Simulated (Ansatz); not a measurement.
# Fe (P6_3/mmc) in Ansatz: settings compared

One crystal, Fe, is run at these levels: LDA, PBEsol; tasks: elastic constants.

Everything below comes from runs of Ansatz 0.2.0. Logs are shortened: lines on timing, memory, paths and dates and some standing lists are left out, and cuts for length are marked.

## (1) The structure

Symmetry: P6_3/mmc, No. 194, hexagonal system. The conventional cell has a = 2.434 Å, b = 2.434 Å, c = 3.842 Å, α = 90.00°, β = 90.00°, γ = 120.00°. Fe (site symmetry -6m2) has 12 Fe at 2.38 to 2.43 Å as nearest neighbours.

This isn't the form of Fe at room conditions, which is bcc.

## (2) Elastic constants, LDA, collinear spin, ferromagnetic start

Contents of input.yaml:

```yaml
crystal:
  lattice:
    - [2.4341575853, 0.0, 0.0]
    - [-1.2170787927, 2.1080423057, 0.0]
    - [0.0, 0.0, 3.84193447]
  atoms:
    - { symbol: Fe, position: [0.6666666667, 0.3333333333, 0.75], spin: 3.0 }
    - { symbol: Fe, position: [0.3333333333, 0.6666666667, 0.25], spin: 3.0 }
kpoints:
  mp_grid: { grid: [9, 9, 5] }
scf:
  occupations: { method: fermi_dirac, width: 0.05 }
hamiltonian:
  xc: lda
  pseudopotentials: { kind: all_electron, lapw: { basis_error: 0.001 } }
magnetization:
  spin_polarized: true
output:
  forces: true
  stress: true
elastic:
  mode: relaxed_ion
  stencil: two_point
```

Potentials or basis: all-electron LAPW, scalar-relativistic.

Run with:

```bash
$ ansatz run input.yaml --threads 2 --pin off --max-ram 6144MiB --backend cpu --events-out ev --progress --plain --runs-dir out
```

The program printed:

```text
Warning: RAYON_NUM_THREADS=2 ignored (pool sized by the plan → 2); use --threads N
LAPW: plane waves up to 9.760 Å⁻¹, error target 1.0e-3 eV per atom; small_component_spin mean_spin; Fe in spheres of 1.154 Å, 16 of its electrons in bands, Dirac shells [] (how accurate: hamiltonian.pseudopotentials.lapw.basis_error, Limitations)
Engine: ansatz 0.2.0, aarch64-unknown-linux-gnu
Pseudopotentials: kind: all_electron
Pseudopotential: Fe, LAPW, valence charge 16, lapw/all_electron/scalar/gaussian/Fe, Koelling and Harmon's equation, gaussian nucleus
Functional definition: SPW92
  exchange = slater_x
  correlation = pw_c
Crystal: 2 atoms, lattice volume = 19.714 Å³
Basis set: ecut = 362.907859841693 eV, 311 PW (Γ), exchange–correlation at level 2
Bands: 23, of which v1, the nominal top of the filled ones, is band 16 counted from 1 (15 counted from 0)
Symmetry: 24 space group operations
Space group: P63/mmc (ITA 194), of the structure as read, at distance tolerance 2.7e-5 Å
Magnetic group: BNS 194.263 (UNI 1493), of the structure as read, at distance tolerance 2.7e-5 Å
k-points: 36 of 405
Non-local potential: Fe, projectors of the file, none
Initial density: superposition of atomic densities (chi_scale 0.1, normalization cell)
Starting moments: Σ|m| = 6 μB on 2 of 2 sites
Initial wavefunctions: plane waves of lowest kinetic energy (no species holds an atomic orbital)
Functional: x = slater, c = lda
SCF 1 converged in 11 iterations: F = -69147.646143 eV  dr2 = 4.91e-14
Bands: 20, of which v1, the nominal top of the filled ones, is band 16 counted from 1 (15 counted from 0)
Initial density: read from a saved state, or passed on in memory by an earlier SCF of this step, an earlier step, the calling program or the single point that the run made first
Stability of the state it starts from, as read at its close in the collinear treatment: not read negative (Ritz values of 1 − χ₀K, real part plus size of imaginary part, from 0.68 to 0.71, by its mixing steps under the symmetry group of the SCF that read it); its run was given moments
iter 1 solved again at ethr=1.91e-8 eV; its pass at ethr=1.00e-1 eV (dr2=6.12e-6 eV) is discarded
SCF iter   1: F=—  HF=-69147.646143 eV  |F-HF|=—  |Δ(HF+E_count)|=         —  Δρ=6.56e-8 (↑6.56e-8 ↓6.56e-8)  dr2=1.07e-12  dr2_m=0.00e0  M=0.000 μB ∫|m|=0.000 μB  β_m=0.30  ethr=1.91e-8  ⟨swp⟩=5.5  Hψ=7066  notcnv=0
eigensolver tolerance schedule: the retry pair's looser diagonalisation over-reported the residual by 5711062.09 of it (diagonalisation noise at an unbounded share of the residual, at the tolerance the schedule requests for it); recorded, not acted on — ethr = c·dr2/N_el stays at c = 1.0e-1
preconditioner: auto → none  [metal: Δε(μ)=0.020 eV  Ē_g=4.644 eV  σ=0.050 eV  W_gap=0.10  n_scr=2 (ndim 8)  ℏωp=33.5 eV  f_vac=0.000  D(μ)=1.95/eV (n_scr^D=22)]
SCF iter   2: F=—  HF=-69147.646143 eV  |F-HF|=—  |Δ(HF+E_count)|=   4.32e-9  Δρ=2.92e-8 (↑2.92e-8 ↓2.92e-8)  dr2=2.75e-13  dr2_m=0.00e0  M=0.000 μB ∫|m|=0.000 μB  β_m=0.23  ethr=1.21e-12 (applied; sched 1.00e-12)  ⟨swp⟩=3.9  Hψ=2991  notcnv=0
SCF iter   3: F=—  HF=-69147.646143 eV  |F-HF|=—  |Δ(HF+E_count)|=  1.02e-10  Δρ=1.53e-8 (↑1.53e-8 ↓1.53e-8)  dr2=9.06e-14  dr2_m=0.00e0  M=0.000 μB ∫|m|=0.000 μB  β_m=0.38  ethr=1.00e-12  ⟨swp⟩=2.0  Hψ=2115  notcnv=0
SCF iter   4: F=-69147.646143 eV  HF=-69147.646143 eV  |F-HF|=2.91e-11  |Δ(HF+E_count)|=  1.46e-11  Δρ=8.82e-9 (↑8.82e-9 ↓8.82e-9)  dr2=3.43e-14  dr2_m=0.00e0  M=0.000 μB ∫|m|=0.000 μB  ethr=1.00e-12  ⟨swp⟩=2.0  Hψ=2115  notcnv=0
SCF 2 converged in 4 iterations: F = -69147.646143 eV  dr2 = 3.43e-14
Crystal: 2 atoms, lattice volume = 19.675 Å³
Basis set: ecut = 363.39254488640273 eV, 311 PW (Γ), exchange–correlation at level 2
Symmetry: 8 space group operations
k-points: 75 of 405
Initial density: handed on by an earlier stage of this run
Initial wavefunctions: plane waves of lowest kinetic energy (no species holds an atomic orbital; no wavefunctions were taken with the density)
iter 1 solved again at ethr=3.05e-8 eV; its pass at ethr=1.00e-1 eV (dr2=9.75e-6 eV) is discarded
SCF iter   1: F=—  HF=-69147.648728 eV  |F-HF|=—  |Δ(HF+E_count)|=         —  Δρ=1.13e-4 (↑1.13e-4 ↓1.13e-4)  dr2=8.34e-6  dr2_m=0.00e0  M=0.000 μB ∫|m|=0.000 μB  β_m=0.30  ethr=3.05e-8  ⟨swp⟩=5.3  Hψ=14494  notcnv=0
preconditioner: auto → none  [metal: Δε(μ)=0.013 eV  Ē_g=4.655 eV  σ=0.050 eV  W_gap=0.06  n_scr=2 (ndim 8)  ℏωp=33.5 eV  f_vac=0.000  D(μ)=1.94/eV (n_scr^D=22)]
SCF iter   2: F=—  HF=-69147.648724 eV  |F-HF|=—  |Δ(HF+E_count)|=   4.11e-6  Δρ=6.46e-5 (↑6.46e-5 ↓6.46e-5)  dr2=2.77e-6  dr2_m=0.00e0  M=0.000 μB ∫|m|=0.000 μB  β_m=0.37  ethr=2.61e-8  ⟨swp⟩=2.0  Hψ=4405  notcnv=0
SCF iter   3: F=—  HF=-69147.648722 eV  |F-HF|=—  |Δ(HF+E_count)|=   1.18e-6  Δρ=2.84e-5 (↑2.84e-5 ↓2.84e-5)  dr2=4.91e-7  dr2_m=0.00e0  M=0.000 μB ∫|m|=0.000 μB  β_m=0.41  ethr=8.65e-9  ⟨swp⟩=2.0  Hψ=4405  notcnv=0
iter 4 solved again at ethr=1.06e-11 eV; its pass at ethr=1.53e-9 eV (dr2=3.39e-9 eV) is discarded
SCF iter   4: F=—  HF=-69147.648722 eV  |F-HF|=—  |Δ(HF+E_count)|=   3.29e-7  Δρ=3.22e-6 (↑3.22e-6 ↓3.22e-6)  dr2=3.38e-9  dr2_m=0.00e0  M=0.000 μB ∫|m|=0.000 μB  β_m=0.49  ethr=1.06e-11  ⟨swp⟩=2.5  Hψ=7577  notcnv=0
SCF iter   5: F=—  HF=-69147.648722 eV  |F-HF|=—  |Δ(HF+E_count)|=   4.99e-9  Δρ=7.13e-7 (↑7.13e-7 ↓7.13e-7)  dr2=1.45e-10  dr2_m=0.00e0  M=0.000 μB ∫|m|=0.000 μB  β_m=0.64  ethr=1.06e-11  ⟨swp⟩=2.0  Hψ=4405  notcnv=0
SCF iter   6: F=—  HF=-69147.648722 eV  |F-HF|=—  |Δ(HF+E_count)|=  1.46e-11  Δρ=8.37e-8 (↑8.37e-8 ↓8.37e-8)  dr2=1.58e-12  dr2_m=0.00e0  M=0.000 μB ∫|m|=0.000 μB  β_m=0.71  ethr=1.00e-12  ⟨swp⟩=2.0  Hψ=4405  notcnv=0
[... 135 lines left out ...]
SCF converged after 4 iterations
Magnetization: 0.0000 μB (16.0000 up, 16.0000 down)
Absolute magnetization: 0.0000 μB (∫|ρ↑−ρ↓|)
Spin contamination: 0.0000 ħ² per cell (⟨S²⟩ above its minimum at these occupations)
Per-site moments (μB) at R_I (Å): [(0.0, 1.1543770267549287), (0.0, 1.1543770267549287)]
Free energy (F): -69147.646143 eV
Harris-Foulkes:  -69147.646143 eV  (|F-HF|=2.91e-11)
Internal energy: -69147.630023 eV  (E = F + TS)
E sigma→0 (E₀):  -69147.638083 eV
Entropy (-TS):   -0.016119 eV (-8.060 meV/atom)
Fermi energy:    21.730451 eV
--- Per-component energies (eV) ---
  E_band       = -328.935895
  E_kinetic    = 70064.106143
  E_xc         = -2921.325156
  E_electrostatic = -136290.411010  (all electrons and nuclei)
  E_smearing   = -0.016119  (= −TS)
  E_closure    = 0.000000  (closes the sum)
  E_atoms      = -69126.976901  (free atoms, spherical and without spin; not in F)
  Σ components = -69147.646143   (vs F -69147.646143, Δ=0.00e0)
  Basis errors (estimates in eV, not in F): energy 2.3e-4 per atom: plane waves 2.3e-4 (1.2e-4 summed), levels above the bands 1.7e-61, relativity 9.0e-9, radial functions 6.4e-6, core shells 4.0e-8; eigenvalues (radial functions only) 1.6e-7; not estimated: angular momenta, meshes, grids; target (lapw.basis_error) 1.0e-3; muffin-tin radii Fe 1.154 Å
--- Forces (eV/Å), atoms counted from 1 ---
  atom   1  Fe    -0.00000000     0.00000000     0.00000000
  atom   2  Fe     0.00000000    -0.00000000     0.00000000
  max |Σ_I F_I| component: 9.25e-18 eV/Å
--- Stress (GPa, compression-positive) ---
      -11.064849       0.000000      -0.000000
        0.000000     -11.064849      -0.000000
       -0.000000      -0.000000     -10.217222
  P = ⅓ Tr σ = -10.7823 GPa (-107.823 kbar)
--- Band table (eV; the first three rows and the last of 72) ---
  k-point 0 ↑: bands = ["-64.8521", "-64.6896", "-31.6291", "-31.0157", "-31.0157", "-30.9037", "-30.9037", "-30.8728", "12.5186", "16.4792", "19.9098", "19.9098", "20.0692", "20.4097", "20.4097", "20.7782", "20.7782", "22.2363", "22.4492", "22.4492"]
  k-point 1 ↑: bands = ["-64.8368", "-64.7052", "-31.5586", "-31.0050", "-31.0050", "-30.9469", "-30.9145", "-30.9145", "12.9762", "16.4098", "19.7674", "19.7674", "19.9046", "20.2367", "20.2367", "21.0237", "21.1402", "21.1402", "22.4329", "22.4329"]
  k-point 2 ↑: bands = ["-64.7963", "-64.7461", "-31.3725", "-31.1389", "-30.9771", "-30.9771", "-30.9425", "-30.9425", "14.2271", "15.7236", "19.5662", "19.6483", "19.7153", "19.7153", "19.9121", "19.9121", "21.7593", "21.7593", "22.2390", "22.2390"]
  k-point 35 ↓: bands = ["-64.6780", "-64.6780", "-31.4569", "-31.4569", "-31.3298", "-31.2548", "-31.0121", "-31.0121", "18.0190", "18.1326", "18.1326", "18.2974", "19.3505", "19.3505", "20.8005", "21.2090", "22.4625", "22.4625", "28.8365", "28.8365"]
--- Elastic constants: 3 strain directions × 2 members + reference (group order 24) ---
  dense FFT box of the reference and of every strained cell: 16×16×24
  strains applied: 11, 33, 23; error gains: componentwise 1.00 (the most a stress slope's error grows in a printed constant), spectral 1.41 (1 for all six strains in a standard setting)
  C = ∂σ_k/∂η_j (tension-positive GPa; Voigt order 11 22 33 23 13 12):
       567.304    179.495    136.298      0.000     -0.000      0.000
       179.495    567.304    136.298     -0.000      0.000     -0.000
       137.132    137.132    659.368     -0.000      0.000     -0.000
         0.000      0.000      0.000    190.178     -0.000      0.000
        -0.000     -0.000      0.000      0.000    190.178      0.000
        -0.000      0.000     -0.000      0.000      0.000    193.905
  reference stress σ⁰ (GPa):     11.065     11.065     10.217      0.000      0.000     -0.000
  no Pulay correction (none for the plane-wave cutoff is built on LAPW): the batch's stresses and constants are at fixed plane waves
  C* (energy form; C + prestress term) asymmetry max|C*_kj − C*_jk| = 1.382e-2 GPa — a small one proves nothing (zero by symmetry where the batch's group is 432, −43m or m−3m); a large one is finite-difference/SCF noise where every solve meets its electron count
  moduli (Voigt/Reuss/Hill, GPa): K = 299.98/299.63/299.80   G = 204.26/201.72/202.99   E = 496.84   ν = 0.224
  mechanically stable: yes (min eigenvalue of sym C = 190.18 GPa)
  the stresses are not corrected for the forces that the relaxations left standing (`elastic.f_tol`)
  where every solve meets its electron count the energy-path curvature estimates C_jj along a normal strain and C_jj − ¼(σ⁰_aa + σ⁰_bb) along a shear (ab), closely only under elastic.basis: deformed
  strain η (Voigt 11):  stress-route row diagonal C_11 = 567.30 GPa, energy-path curvature d²(F+E_count)/dδ²/Ω₀ = 567.28 GPa
         δ    σ_11 (GPa)             F (eV)   n_scf  n_hpsi   n_pw
    -2.000e-3       9.9201      -69147.6487251       2   12582    318   relax 4 steps, max|allowed force component| 6.86e-8 eV/Å
     2.000e-3      12.1893      -69147.6432808       2   12610    318   relax 2 steps, max|allowed force component| 1.72e-5 eV/Å
  strain η (Voigt 33):  stress-route row diagonal C_33 = 659.37 GPa, energy-path curvature d²(F+E_count)/dδ²/Ω₀ = 659.38 GPa
         δ    σ_33 (GPa)             F (eV)   n_scf  n_hpsi   n_pw
    -2.000e-3       8.8898      -69147.6484939       7   21452    318   relax 0 steps, max|allowed force component| 2.54e-17 eV/Å
     2.000e-3      11.5273      -69147.6434666       7   21513    318   relax 0 steps, max|allowed force component| 4.63e-18 eV/Å
  strain η (Voigt 23):  stress-route row diagonal C_44 = 190.18 GPa, energy-path curvature d²(F+E_count)/dδ²/Ω₀ = 184.86 GPa
         δ    σ_23 (GPa)             F (eV)   n_scf  n_hpsi   n_pw
    -2.000e-3      -0.3804      -69147.6460970       2   18738    318   relax 2 steps, max|allowed force component| 3.37e-5 eV/Å
     2.000e-3       0.3804      -69147.6460970       2   18730    318   relax 2 steps, max|allowed force component| 3.37e-5 eV/Å
```

Wall time 85 s (2 threads of Arm Neoverse V2, shared host); peak memory 0.67 GiB.

What came out:

```
Free energy            : -69147.6461 eV
Pressure               : -10.8 GPa
Band gap on the k mesh : none (metal or under the smearing width)
Net moment             : 0.00 μB per cell
Absolute moment        : 0.00 μB per cell
Voigt bulk modulus     : 300 GPa
```

Elastic tensor in Voigt notation (GPa, in the Cartesian axes of the cell as first typed):
```
567 179 136   0   0   0
179 567 136   0   0   0
137 137 659   0   0   0
  0   0   0 190   0   0
  0   0   0   0 190   0
  0   0   0   0   0 194
```

Caveat: the k mesh is thin for a metal, which can move the energy by tens of meV per atom; a metal's response needs a denser mesh; the cell is more than 3 GPa from zero pressure, which shifts response properties; the starting moments collapsed, and a magnetic state may lie lower; the program listed the state as in doubt; elastic constants of metals need much finer meshes, so these are rough.

## (3) Elastic constants, PBEsol, collinear spin, ferromagnetic start

Changes to input.yaml since step 2:

```diff
@@ -13,3 +13,3 @@
 hamiltonian:
-  xc: lda
+  xc: pbesol
   pseudopotentials: { kind: all_electron, lapw: { basis_error: 0.001 } }
```

Potentials or basis: all-electron LAPW, scalar-relativistic.

Run with:

```bash
$ ansatz run input.yaml --threads 2 --pin off --max-ram 6144MiB --backend cpu --events-out ev --progress --plain --runs-dir out
```

Wall time 88 s (2 threads of Arm Neoverse V2, shared host); peak memory 0.68 GiB.

It converged, with:

```
Free energy            : -69205.0381 eV
Pressure               : -1.8 GPa
Band gap on the k mesh : none (metal or under the smearing width)
Net moment             : 0.00 μB per cell
Absolute moment        : 0.00 μB per cell
Voigt bulk modulus     : 316 GPa
```

Stress tensor (GPa, compression positive):
```
-2.25  0.00  0.00
 0.00 -2.25  0.00
 0.00  0.00 -0.81
```

Levels at points of the mesh, in eV from the Fermi level:
Spin up:
| k point | band 13 | band 14 | band 15 | band 16 | band 17 | band 18 | band 19 | band 20 |
| --- | --- | --- | --- | --- | --- | --- | --- | --- |
| (0.00, 0.00, 0.00) | -1.65 | -1.32 | -1.32 | -0.95 | -0.95 | 0.40 | 0.72 | 0.72 |
Spin down:
```
           k point  band 13  band 14  band 15  band 16  band 17  band 18  band 19  band 20
(0.00, 0.00, 0.00)    -1.65    -1.32    -1.32    -0.95    -0.95     0.40     0.72     0.72
```

Elastic tensor in Voigt notation (GPa, in the Cartesian axes of the cell as first typed):
```
593 193 146   0   0   0
193 593 146   0   0   0
148 148 689   0   0   0
  0   0   0 196   0   0
  0   0   0   0 196   0
  0   0   0   0   0 200
```

Caveat: the k mesh is thin for a metal, which can move the energy by tens of meV per atom; a metal's response needs a denser mesh; the starting moments collapsed, and a magnetic state may lie lower; the program listed the state as in doubt; elastic constants of metals need much finer meshes, so these are rough.
